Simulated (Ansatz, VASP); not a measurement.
# Two plane-wave programs on KTaO3

File INCAR:

```
PREC     = Accurate       # precision mode
ENCUT    = 520            # plane-wave cutoff, eV
EDIFF    = 1E-8           # SCF threshold, eV
ISMEAR   = -1             # smearing method
SIGMA    = 0.01           # smearing width, eV
LREAL    = F              # projectors in reciprocal space
LASPH    = T              # aspherical terms in the spheres
NELM     = 60             # most SCF steps
ALGO     = Normal         # electronic algorithm
ISIF     = 2              # what is computed and relaxed
LWAVE    = F              # write WAVECAR
LCHARG   = F              # write CHGCAR
GGA      = PE             # functional
LEFG     = T            
NBANDS   = 27             # bands
```

KPOINTS

```
Automatic mesh
0
Gamma
  5 5 5
```

The input POSCAR:

```
KTaO3
1.0
    3.9883000000      0.0000000000      0.0000000000
    0.0000000000      3.9883000000      0.0000000000
    0.0000000000      0.0000000000      3.9883000000
K Ta O
1 1 3
Direct
    0.5000000000      0.5000000000      0.5000000000
    0.0000000000      0.0000000000      0.0000000000
    0.5000000000      0.0000000000      0.0000000000
    0.0000000000      0.5000000000      0.0000000000
    0.0000000000      0.0000000000      0.5000000000
```

Input for Ansatz:

```yaml
crystal:
  lattice:
    - [3.9883, 0.0, 0.0]
    - [0.0, 3.9883, 0.0]
    - [0.0, 0.0, 3.9883]
  atoms:
    - { symbol: K, position: [0.5, 0.5, 0.5] }
    - { symbol: Ta, position: [0.0, 0.0, 0.0] }
    - { symbol: O, position: [0.5, 0.0, 0.0] }
    - { symbol: O, position: [0.0, 0.5, 0.0] }
    - { symbol: O, position: [0.0, 0.0, 0.5] }
kpoints:
  mp_grid: { grid: [5, 5, 5] }
  band_path:
    path:
      - [0.0, 0.0, 0.0]
      - [0.0, 0.5, 0.0]
      - [0.5, 0.5, 0.0]
      - [0.0, 0.0, 0.0]
      - [0.5, 0.5, 0.5]
      - [0.0, 0.5, 0.0]
      - [0.5, 0.5, 0.5]
      - [0.5, 0.5, 0.0]
    npoints: 14
scf:
  occupations: { method: fermi_dirac, width: 0.01 }
hamiltonian:
  xc: pbe
  pseudopotentials: { kind: paw }
output:
  forces: true
  stress: true
  eigenvalues: true
  efg: { contact_densities: true }
  populations: true
  bader: true
  dos: { projected: true, de: 0.2, e_range: [-14, 8] }
  write_density: true
  write_potential: true
  elf: true
  volumetric_format: npy
```

Alike in both runs: task electric field gradients; functional PBE; k mesh 5 × 5 × 5; occupations fermi-dirac, width 0.01 eV; no spin polarisation.

```csv
,VASP,Ansatz
version,VASP 6.6.1,Ansatz 0.2.0
potentials or method,"VASP PAW PBE potentials, release 64 (K_sv, Ta_pv, O)","PAW with Ansatz's default frozen-core files, scalar-relativistic"
plane-wave cutoff (eV),520,420
valence electrons in the cell,38,40
```

VASP gave:

| Quantity | Value |
| --- | --- |
| gap on the k mesh at the Fermi level (eV) | 2.28 |
| pressure (GPa) | 6.1 |
| Vzz of the field gradient on the site that differs most (V/Å²) | 19.8 |

Q: Which values does Ansatz return?

A: gap on the k mesh at the Fermi level (eV): 2.33; pressure (GPa): 5.4; Vzz of the field gradient on the site that differs most (V/Å²): 22.1.

With one functional, cell and mesh, what is left measures potentials, basis and numerics. The two sets of potentials don't hold the same shells in valence. Ansatz warned: «gradients_without_spin_orbit».

Caveats: spin-orbit coupling is left out, which moves the levels of the heavy elements; an odd mesh through Γ misses points on the zone boundary, where band edges often lie. A hybrid or GW would open this gap; PBE tends to underestimate it.
